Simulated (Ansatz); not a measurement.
A relaxation computed with Ansatz, from input to last step.

```yaml
crystal:
  lattice:
    - [-3.2223282437, 3.3726144783, 3.3726148347]
    - [3.2223282437, -3.3726144783, 3.3726148347]
    - [3.1689561484, 3.3216206837, -3.3726148347]
  atoms:
    - { symbol: Sn, position: [0.999941505, 0.249941505, 0.75] }
    - { symbol: Sn, position: [5.8495e-05, 0.750058495, 0.25] }
    - { symbol: Sn, position: [0.5, 0.5, 0.5] }
    - { symbol: Sn, position: [0.5, 0.0, 0.0] }
    - { symbol: O, position: [0.1939319175, 0.1939750961, 0.5000431786] }
    - { symbol: O, position: [0.6939902432, 0.750058551, 0.9439316923] }
    - { symbol: O, position: [0.1939319175, 0.693888739, 0.9999568214] }
    - { symbol: O, position: [0.3061268587, 0.750058551, 0.5560683077] }
    - { symbol: O, position: [0.6938731413, 0.249941449, 0.4439316923] }
    - { symbol: O, position: [0.3060097567, 0.249941449, 0.0560683077] }
    - { symbol: O, position: [0.8060680825, 0.3061112611, 4.31786e-05] }
    - { symbol: O, position: [0.8060680825, 0.8060249039, 0.4999568214] }
basis:
  ecutwfc: 420
kpoints:
  mp_grid: { grid: [6, 6, 6] }
hamiltonian:
  xc: lda
scf:
  occupations: { method: gaussian, width: 0.02 }
output:
  forces: true
  stress: true
  eigenvalues: true
relax:
  adjacent_minimum: "off"
  f_tol: 0.008
  max_steps: 40
  cell: { stress_tol: 0.015, fix: [a, b, gamma] }
```

```bash
ansatz run input.yaml --threads 2 --pin off --max-ram 5120MiB --backend cpu --events-out ev --progress --plain --runs-dir out
```

Method: Ansatz, DFT LDA, scalar-relativistic, plane waves, PAW.

Of 7 frames 6 are shown, positions in Å and forces in eV/Å; the SCF threshold varies from step to step. Steps run on the plane waves of an earlier cell, with a Pulay correction in the pressure. The basis is chosen afresh for the last frame, the zero of the energies, and at times for earlier ones too; energy and pressure step there, also at an unchanged geometry.

```xyz
12
Lattice="-3.2223 3.3726 3.3726 3.2223 -3.3726 3.3726 3.1690 3.3216 -3.3726" Properties=species:S:1:pos:R:3:forces:R:3 pbc="T T T" step=1 free_energy_over_end_meV_per_atom=0.34 pressure_GPa=-2.68
Sn   -0.0400    5.0207    1.6859    0.0000    0.0000    0.0012
Sn    3.2090   -1.6991    1.6867    0.0000    0.0000   -0.0012
Sn    1.5845    1.6608    1.6863    0.0000    0.0000    0.0000
Sn   -1.6112    1.6863    1.6863    0.0000    0.0000    0.0000
O     1.5848    1.6608   -0.3782   -0.0006    0.0000   -0.0134
O     3.1719    2.9463    1.6867    0.1153   -0.0472   -0.0003
O     4.7798    1.6353   -0.3782    0.0006    0.0000   -0.0134
O     3.1926    0.3498    1.6867   -0.1153    0.0472   -0.0003
O    -0.0237    2.9718    1.6859    0.1153   -0.0472    0.0003
O    -0.0030    0.3753    1.6859   -0.1153    0.0472    0.0003
O    -1.6109    1.6863    3.7508   -0.0006    0.0000    0.0134
O     1.5842    1.6608    3.7508    0.0006    0.0000    0.0134
12
Lattice="-3.2140 3.3806 3.3726 3.2140 -3.3806 3.3726 3.1552 3.3241 -3.3726" Properties=species:S:1:pos:R:3:forces:R:3 pbc="T T T" step=2 free_energy_over_end_meV_per_atom=-0.08 pressure_GPa=-2.18
Sn   -0.0441    5.0285    1.6861    0.0000    0.0000    0.0008
Sn    3.1993   -1.7044    1.6866    0.0000    0.0000   -0.0008
Sn    1.5776    1.6621    1.6863    0.0000    0.0000    0.0000
Sn   -1.6070    1.6903    1.6863    0.0000    0.0000    0.0000
O     1.5777    1.6621   -0.3763   -0.0001    0.0000   -0.0410
O     3.1653    2.9496    1.6866    0.0454   -0.0537   -0.0003
O     4.7620    1.6338   -0.3763    0.0001    0.0000   -0.0410
O     3.1744    0.3463    1.6866   -0.0454    0.0537   -0.0003
O    -0.0192    2.9778    1.6860    0.0454   -0.0537    0.0003
O    -0.0102    0.3745    1.6860   -0.0454    0.0537    0.0003
O    -1.6068    1.6903    3.7489   -0.0001    0.0000    0.0410
O     1.5774    1.6621    3.7489    0.0001    0.0000    0.0410
12
Lattice="-3.2139 3.3806 3.3726 3.2139 -3.3806 3.3726 3.1574 3.3264 -3.3726" Properties=species:S:1:pos:R:3:forces:R:3 pbc="T T T" step=3 free_energy_over_end_meV_per_atom=-0.10 pressure_GPa=-2.28
Sn   -0.0424    5.0302    1.6861    0.0000    0.0000    0.0005
Sn    3.1998   -1.7039    1.6865    0.0000    0.0000   -0.0005
Sn    1.5787    1.6632    1.6863    0.0000    0.0000    0.0000
Sn   -1.6070    1.6903    1.6863    0.0000    0.0000    0.0000
O     1.5788    1.6632   -0.3780   -0.0001    0.0000   -0.0091
O     3.1701    2.9495    1.6865    0.0074   -0.0042   -0.0002
O     4.7643    1.6360   -0.3780    0.0001    0.0000   -0.0091
O     3.1730    0.3498    1.6865   -0.0074    0.0042   -0.0002
O    -0.0156    2.9766    1.6861    0.0074   -0.0042    0.0002
O    -0.0127    0.3769    1.6861   -0.0074    0.0042    0.0002
O    -1.6069    1.6903    3.7506   -0.0001    0.0000    0.0091
O     1.5786    1.6632    3.7506    0.0001    0.0000    0.0091
12
Lattice="-3.2140 3.3806 3.3726 3.2140 -3.3806 3.3726 3.1580 3.3268 -3.3726" Properties=species:S:1:pos:R:3:forces:R:3 pbc="T T T" step=4 free_energy_over_end_meV_per_atom=-0.09 pressure_GPa=-2.31
Sn   -0.0420    5.0305    1.6863    0.0000    0.0000    0.0001
Sn    3.2000   -1.7037    1.6864    0.0000    0.0000   -0.0001
Sn    1.5790    1.6634    1.6863    0.0000    0.0000    0.0000
Sn   -1.6070    1.6903    1.6863    0.0000    0.0000    0.0000
O     1.5790    1.6634   -0.3785    0.0000    0.0000    0.0000
O     3.1711    2.9496    1.6864    0.0000   -0.0003   -0.0001
O     4.7650    1.6365   -0.3785    0.0000    0.0000    0.0000
O     3.1728    0.3503    1.6864    0.0000    0.0003   -0.0001
O    -0.0149    2.9765    1.6863    0.0000   -0.0003    0.0001
O    -0.0131    0.3772    1.6863    0.0000    0.0003    0.0001
O    -1.6070    1.6903    3.7511    0.0000    0.0000    0.0000
O     1.5790    1.6634    3.7511    0.0000    0.0000    0.0000
12
Lattice="-3.2140 3.3806 3.3726 3.2140 -3.3806 3.3726 3.1580 3.3268 -3.3726" Properties=species:S:1:pos:R:3:forces:R:3 pbc="T T T" step=5 free_energy_over_end_meV_per_atom=0.00 pressure_GPa=-2.32
Sn   -0.0420    5.0305    1.6863    0.0000    0.0000    0.0001
Sn    3.2000   -1.7037    1.6864    0.0000    0.0000   -0.0001
Sn    1.5790    1.6634    1.6863    0.0000    0.0000    0.0000
Sn   -1.6070    1.6903    1.6863    0.0000    0.0000    0.0000
O     1.5790    1.6634   -0.3785    0.0000    0.0000   -0.0002
O     3.1711    2.9496    1.6864    0.0000   -0.0007   -0.0001
O     4.7650    1.6365   -0.3785    0.0000    0.0000   -0.0002
O     3.1728    0.3503    1.6864    0.0000    0.0007   -0.0001
O    -0.0149    2.9765    1.6863    0.0000   -0.0007    0.0001
O    -0.0131    0.3772    1.6863    0.0000    0.0007    0.0001
O    -1.6070    1.6903    3.7511    0.0000    0.0000    0.0002
O     1.5790    1.6634    3.7511    0.0000    0.0000    0.0002
12
Lattice="-3.2134 3.3811 3.3726 3.2134 -3.3811 3.3726 3.1572 3.3272 -3.3726" Properties=species:S:1:pos:R:3:forces:R:3 pbc="T T T" step=7 free_energy_over_end_meV_per_atom=0.00 pressure_GPa=-2.30
Sn   -0.0421    5.0313    1.6863    0.0000    0.0000    0.0001
Sn    3.1994   -1.7040    1.6863    0.0000    0.0000   -0.0001
Sn    1.5786    1.6636    1.6863    0.0000    0.0000    0.0000
Sn   -1.6067    1.6906    1.6863    0.0000    0.0000    0.0000
O     1.5786    1.6636   -0.3784    0.0000    0.0000   -0.0001
O     3.1704    2.9500    1.6863   -0.0001   -0.0001    0.0000
O     4.7639    1.6367   -0.3784    0.0000    0.0000   -0.0001
O     3.1721    0.3502    1.6863    0.0001    0.0001    0.0000
O    -0.0149    2.9770    1.6863   -0.0001   -0.0001    0.0000
O    -0.0132    0.3772    1.6863    0.0001    0.0001    0.0000
O    -1.6067    1.6906    3.7510    0.0000    0.0000    0.0001
O     1.5786    1.6636    3.7510    0.0000    0.0000    0.0001
```

It took 2.5 min on 2 threads of Arm Neoverse V1, on a shared host, peak memory 0.73 GiB.